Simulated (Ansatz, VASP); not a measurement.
## In: VASP beside Ansatz

```xyz
3
Lattice="5.2865 0.0000 0.0000 -2.6432 4.5782 0.0000 0.0000 0.0000 3.2406" Properties=species:S:1:pos:R:3 pbc="T T T"
In    0.0000    0.0000    0.0000
In    0.0000    3.0521    1.6203
In    2.6432    1.5261    1.6203
```

The cell was built by a generator and needn't be a form met in nature.

Alike in both runs: task relaxation of cell and atoms; functional RPBE; k mesh 7 × 7 × 10; occupations fermi-dirac, width 0.1 eV; no spin polarisation.

```csv
,VASP,Ansatz
version,VASP 6.6.1,Ansatz 0.2.0
potentials or method,"VASP PAW PBE potentials, release 64 (In_d)","plane waves (420 eV) with PAW, scalar-relativistic"
plane-wave cutoff (eV),600,420
valence electrons in the cell,39,39
```

|  | VASP | Ansatz | Ansatz less VASP |
| --- | --- | --- | --- |
| relaxed volume (Å³/atom) | 29.24 | 29.27 | +0.035 |
| relaxed cell length with the largest relative difference (Å) | 5.461 | 5.465 | +0.0040 |
| energy change over the relaxation (meV/atom) | -38 | -38 | 0.0 |

Caveats: the PAW data sets were made with another functional, which shifts forces and pressure a little (VASP).
